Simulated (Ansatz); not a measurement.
# LiCl (Fm-3m) in Ansatz: reference runs

How does LiCl come out in PBE? The cell is run as given and disturbed.

All numbers are computed with Ansatz 0.2.0; they aren't measurements. Logs are shortened: lines on timing, memory, paths and dates and some standing lists are left out, and cuts for length are marked.

### Step 1. Starting point

It takes space group Fm-3m (No. 225, cubic). The conventional cell has a = 5.130 Å, b = 5.130 Å, c = 5.130 Å, α = 90.00°, β = 90.00°, γ = 90.00°. Around Cl (site symmetry m-3m) lie 6 Li at 2.56 Å. Li (site symmetry m-3m) is surrounded by 6 Cl at 2.56 Å.

### Step 2. Single point, PBE

File input.yaml:

```yaml
crystal:
  lattice:
    - [0.0, 2.56477, 2.56477]
    - [2.56477, 0.0, 2.56477]
    - [2.56477, 2.56477, 0.0]
  atoms:
    - { symbol: Cl, position: [0.5, 0.5, 0.5] }
    - { symbol: Li, position: [0.0, 0.0, 0.0] }
hamiltonian:
  xc: pbe
  pseudopotentials: { kind: paw }
kpoints:
  mp_grid: { grid: [9, 9, 9] }
scf:
  occupations: { method: fermi_dirac, width: 0.05 }
output:
  forces: true
  stress: true
  eigenvalues: true
  write_density: true
  write_potential: true
  elf: true
  volumetric_format: npy
```

Potentials or basis: Ansatz PAW.

Started as:

```sh
$ ansatz run input.yaml --threads 1 --pin off --max-ram 2560MiB --backend cpu --events-out ev --progress --plain --runs-dir out
```

Log:

```text
Warning: RAYON_NUM_THREADS=1 ignored (pool sized by the plan → 1); use --threads N
Engine: ansatz 0.2.0, x86_64-unknown-linux-gnu
Pseudopotentials: kind: paw
Pseudopotential: Cl, paw, valence charge 7, recommended cutoff 420 eV (normal), Cl.paw.azcp
Pseudopotential: Li, paw, valence charge 3, recommended cutoff 420 eV (normal), Li.paw.azcp
Functional definition: PBE
  parameter kappa = 0.804
  parameter beta = 0.06672455060314922
  exchange = pbe_x(kappa = kappa, mu = beta*pi^2/3)
  correlation = pbe_c(beta = beta)
Crystal: 2 atoms, lattice volume = 33.742 Å³
Basis set: ecut = 420 eV, 645 PW (Γ), exchange–correlation on 50×50×50 points (8 copies of the dense FFT grid, shifted against one another)
Bands: 9, of which v1, the nominal top of the filled ones, is band 5 counted from 1 (4 counted from 0)
Symmetry: 48 space group operations
Space group: Fm-3m (ITA 225), of the structure as read, at distance tolerance 3.2e-5 Å
k-points: 35 of 729
Non-local potential: Cl, projectors of the file, l = 0: 2, l = 1: 2, l = 2: 2
Non-local potential: Li, projectors of the file, l = 0: 3, l = 1: 2, l = 2: 1
PAW form: soft (Blöchl's): semilocal exchange-correlation on the pseudo side does not see the compensation charge
PAW one-centre angular grid: Cl, 110 points (default); XC on 64 Gauss nodes
PAW one-centre angular grid: Li, 110 points (default); XC on 64 Gauss nodes
Initial density: superposition of atomic densities (neutral atoms: chi_scale 0, normalization atom), corrected by the library's trained network
Initial wavefunctions: pseudopotential atomic-orbital guess
Functional: x = pbe(κ = 0.804, μ = 0.2195149727645171), c = pbe(β = 0.06672455060314922)
SCF iter   1: F=—  HF=-1287.833518 eV  |F-HF|=—  |Δ(HF+E_count)|=         —  Δρ=2.38e-4  dr2=1.78e-5  ethr=1.77e-3  ⟨swp⟩=6.6  Hψ=2256  notcnv=0
preconditioner: auto → none  [insulator: Δε(μ)=6.333 eV  Ē_g=14.122 eV  σ=0.050 eV  W_gap=1.00  n_scr=8 (ndim 8)  ℏωp=18.1 eV  f_vac=0.000  D(μ)=0.00/eV (n_scr^D=0)  ε∞_Penn≈2.6]
SCF iter   2: F=—  HF=-1287.833412 eV  |F-HF|=—  |Δ(HF+E_count)|=   1.06e-4  Δρ=2.17e-4  dr2=2.38e-5  ethr=1.78e-7  ⟨swp⟩=2.5  Hψ=797  notcnv=0
SCF iter   3: F=—  HF=-1287.833397 eV  |F-HF|=—  |Δ(HF+E_count)|=   1.51e-5  Δρ=9.47e-5  dr2=3.57e-6  ethr=1.78e-7  ⟨swp⟩=2.3  Hψ=425  notcnv=0
SCF iter   4: F=—  HF=-1287.833392 eV  |F-HF|=—  |Δ(HF+E_count)|=   4.17e-6  Δρ=4.74e-5  dr2=1.02e-6  ethr=3.57e-8  ⟨swp⟩=2.0  Hψ=455  notcnv=0
SCF iter   5: F=—  HF=-1287.833392 eV  |F-HF|=—  |Δ(HF+E_count)|=   3.30e-7  Δρ=1.64e-5  dr2=1.30e-7  ethr=1.02e-8  ⟨swp⟩=2.0  Hψ=434  notcnv=0
SCF iter   6: F=-1287.833392 eV  HF=-1287.833392 eV  |F-HF|=5.77e-9  |Δ(HF+E_count)|=   4.35e-8  Δρ=3.97e-6  dr2=8.02e-9  ethr=1.00e-9  ⟨swp⟩=7.2  Hψ=1399  notcnv=0
SCF 1 converged in 6 iterations: F = -1287.833392 eV  dr2 = 8.02e-9
SCF converged after 6 iterations
Free energy (F): -1287.833392 eV
Harris-Foulkes:  -1287.833392 eV  (|F-HF|=5.77e-9)
Internal energy: -1287.833392 eV  (E = F + TS)
E sigma→0 (E₀):  -1287.833392 eV
Fermi energy:    4.955815 eV
--- Per-component energies (eV) ---
  E_band       = -103.241397
  E_kinetic    = 183.764460
  E_local      = -324.949106  (includes V_loc(G=0)·N_el)
  E_nonlocal   = -4.737480
  E_hartree    = 94.681972
  E_xc         = -118.676262
  E_vxc        = -136.936293  (∫ρ·V_xc dr)
  E_paw        = -680.427859  (= ΣΔE_a)
  E_vpaw       = -9.745821  (= ΣTr[D̂ρ^β])
  E_aug_tail   = 0.000088  (compensation charges beyond the density's cutoff)
  E_ewald      = -437.489205
  E_smearing   = -0.000000  (= −TS)
  E_closure    = -0.000000  (closes the sum)
  Σ components = -1287.833392   (vs F -1287.833392, Δ=0.00e0)
--- Forces (eV/Å), atoms counted from 1 ---
  atom   1  Cl     0.00000000     0.00000000     0.00000000
  atom   2  Li    -0.00000000     0.00000000    -0.00000000
  max |Σ_I F_I| component: 7.63e-30 eV/Å
--- Stress (GPa, compression-positive) ---
        0.397435      -0.000000       0.000000
        0.000000       0.397435      -0.000000
        0.000000      -0.000000       0.397435
  P = ⅓ Tr σ = 0.3974 GPa (3.974 kbar)
--- Band table (eV; the first three rows and the last of 35) ---
  k-point 0: bands = ["-41.7997", "-11.6926", "1.7047", "1.7047", "1.7047", "8.0329", "13.4957", "13.4957", "13.4957"]
  k-point 1: bands = ["-41.7994", "-11.6324", "1.2784", "1.6718", "1.6718", "8.4151", "12.8624", "13.4805", "13.4805"]
  k-point 2: bands = ["-41.7985", "-11.4733", "0.3635", "1.5923", "1.5923", "8.9023", "12.5099", "12.5726", "12.5726"]
  k-point 34: bands = ["-41.7962", "-10.9049", "-0.5605", "-0.2221", "0.7151", "11.0251", "11.5218", "11.7469", "12.8864"]
```

Wall time 5.1 s (1 thread of AMD EPYC 9R45 (Zen 5), shared host); peak memory 0.41 GiB.

What came out:

```
Free energy            : -1287.8334 eV
Pressure               : 0.4 GPa
Band gap on the k mesh : 6.33 eV, direct
```

Levels at points of the mesh, in eV from the valence-band top:
| k point | band 1 | band 2 | band 3 | band 4 | band 5 | band 6 | band 7 | band 8 | band 9 |
| --- | --- | --- | --- | --- | --- | --- | --- | --- | --- |
| (0.00, 0.00, 0.00) | -43.50 | -13.40 | 0.00 | 0.00 | 0.00 | 6.33 | 11.79 | 11.79 | 11.79 |

Caveat: odd divisions of the mesh miss points on the zone boundary, where band edges often lie, so the gap on the mesh can be too wide.

### Step 3. Single point, PBE (atoms moved at random, drawn with an rms of 0.05 Å)

File input.yaml:

```yaml
crystal:
  lattice:
    - [0.0, 2.56477, 2.56477]
    - [2.56477, 0.0, 2.56477]
    - [2.56477, 2.56477, 0.0]
  atoms:
    - { symbol: Cl, position: [0.494358, 0.520088, 0.481594] }
    - { symbol: Li, position: [0.007381, -0.022718, 0.003587] }
hamiltonian:
  xc: pbe
  pseudopotentials: { kind: paw }
kpoints:
  mp_grid: { grid: [9, 9, 9] }
scf:
  occupations: { method: fermi_dirac, width: 0.05 }
output:
  forces: true
  stress: true
  eigenvalues: true
```

Potentials or basis: Ansatz PAW.

Started as:

```sh
$ ansatz run input.yaml --threads 1 --pin off --max-ram 2560MiB --backend cpu --events-out ev --progress --plain --runs-dir out
```

Log:

```text
Warning: RAYON_NUM_THREADS=1 ignored (pool sized by the plan → 1); use --threads N
[... 9 set-up lines as earlier in the session ...]
Crystal: 2 atoms, lattice volume = 33.742 Å³
Basis set: ecut = 420 eV, 645 PW (Γ), exchange–correlation on 50×50×50 points (8 copies of the dense FFT grid, shifted against one another)
Bands: 9, of which v1, the nominal top of the filled ones, is band 5 counted from 1 (4 counted from 0)
Symmetry: 1 space group operations
Space group: P1 (ITA 1), of the structure as read, at distance tolerance 3.2e-5 Å
k-points: 365 of 729 (time reversal used)
[... 8 set-up lines as earlier in the session ...]
SCF iter   1: F=—  HF=-1287.827909 eV  |F-HF|=—  |Δ(HF+E_count)|=         —  Δρ=2.51e-4  dr2=1.78e-5  ethr=1.77e-3  ⟨swp⟩=6.7  Hψ=23954  notcnv=0
preconditioner: auto → none  [insulator: Δε(μ)=6.318 eV  Ē_g=14.132 eV  σ=0.050 eV  W_gap=1.00  n_scr=8 (ndim 8)  ℏωp=18.1 eV  f_vac=0.000  D(μ)=0.00/eV (n_scr^D=0)  ε∞_Penn≈2.6]
SCF iter   2: F=—  HF=-1287.827831 eV  |F-HF|=—  |Δ(HF+E_count)|=   7.74e-5  Δρ=1.80e-4  dr2=1.53e-5  ethr=1.78e-7  ⟨swp⟩=2.5  Hψ=8356  notcnv=0
SCF iter   3: F=—  HF=-1287.827816 eV  |F-HF|=—  |Δ(HF+E_count)|=   1.58e-5  Δρ=6.72e-5  dr2=9.95e-7  ethr=1.53e-7  ⟨swp⟩=2.0  Hψ=4406  notcnv=0
SCF iter   4: F=—  HF=-1287.827814 eV  |F-HF|=—  |Δ(HF+E_count)|=   1.38e-6  Δρ=3.21e-5  dr2=2.61e-7  ethr=9.95e-9  ⟨swp⟩=2.5  Hψ=4766  notcnv=0
SCF iter   5: F=—  HF=-1287.827814 eV  |F-HF|=—  |Δ(HF+E_count)|=   2.69e-7  Δρ=1.61e-5  dr2=1.04e-7  ethr=2.61e-9  ⟨swp⟩=2.4  Hψ=4743  notcnv=0
SCF iter   6: F=-1287.827814 eV  HF=-1287.827814 eV  |F-HF|=2.56e-8  |Δ(HF+E_count)|=   3.84e-8  Δρ=8.82e-6  dr2=3.56e-8  ethr=1.00e-9  ⟨swp⟩=4.2  Hψ=10719  notcnv=0
SCF 1 converged in 6 iterations: F = -1287.827814 eV  dr2 = 3.56e-8
SCF converged after 6 iterations
Free energy (F): -1287.827814 eV
Harris-Foulkes:  -1287.827814 eV  (|F-HF|=2.56e-8)
Internal energy: -1287.827814 eV  (E = F + TS)
E sigma→0 (E₀):  -1287.827814 eV
Fermi energy:    4.948233 eV
--- Per-component energies (eV) ---
  E_band       = -103.262038
  E_kinetic    = 183.830228
  E_local      = -325.600433  (includes V_loc(G=0)·N_el)
  E_nonlocal   = -4.727303
  E_hartree    = 94.973411
  E_xc         = -118.695561
  E_vxc        = -136.961726  (∫ρ·V_xc dr)
  E_paw        = -680.432040  (= ΣΔE_a)
  E_vpaw       = -9.747484  (= ΣTr[D̂ρ^β])
  E_aug_tail   = 0.000091  (compensation charges beyond the density's cutoff)
  E_ewald      = -437.176207
  E_smearing   = -0.000000  (= −TS)
  E_closure    = -0.000000  (closes the sum)
  Σ components = -1287.827814   (vs F -1287.827814, Δ=0.00e0)
--- Forces (eV/Å), atoms counted from 1 ---
  atom   1  Cl    -0.03420458     0.06186234    -0.05103878
  atom   2  Li     0.03421513    -0.06188325     0.05105843
  max |Σ_I F_I| component: 2.09e-5 eV/Å
--- Stress (GPa, compression-positive) ---
        0.476031       0.008452      -0.006856
        0.008452       0.696527       0.012832
       -0.006856       0.012832       0.601699
  P = ⅓ Tr σ = 0.5914 GPa (5.914 kbar)
--- Band table (eV; the first three rows and the last of 365) ---
  k-point 0: bands = ["-41.7870", "-11.6971", "1.6879", "1.6959", "1.7115", "8.0253", "13.4065", "13.4490", "13.4780"]
  k-point 1: bands = ["-41.7867", "-11.6372", "1.2711", "1.6549", "1.6770", "8.4053", "12.8244", "13.4245", "13.4765"]
  k-point 2: bands = ["-41.7859", "-11.4785", "0.3581", "1.5742", "1.5950", "8.8925", "12.4824", "12.5889", "12.6065"]
  k-point 364: bands = ["-41.7841", "-11.0981", "-1.0292", "1.0608", "1.3726", "8.9432", "11.0383", "11.5244", "14.2598"]
```

It took 3 s on 1 thread of AMD EPYC 9R45 (Zen 5), shared host; peak memory 0.56 GiB.

Results:

```yaml
Free_energy: -1287.8278 eV
Pressure: 0.6 GPa
Largest_force: 0.087 eV/Å
Band_gap_on_the_k_mesh: 6.31 eV, direct
```

Forces in eV/Å, atoms in the order of the input:
```
Cl  -0.034  0.062 -0.051
Li   0.034 -0.062  0.051
```

Stress tensor (GPa, compression positive):
```
 0.48  0.01 -0.01
 0.01  0.70  0.01
-0.01  0.01  0.60
```

Levels at points of the mesh, in eV from the valence-band top:
```
           k point  band 3  band 4  band 5  band 6  band 7  band 8
(0.00, 0.00, 0.00)   -0.02   -0.02    0.00    6.31   11.69   11.74
```

Caveat: odd divisions of the mesh miss points on the zone boundary, where band edges often lie, so the gap on the mesh can be too wide.
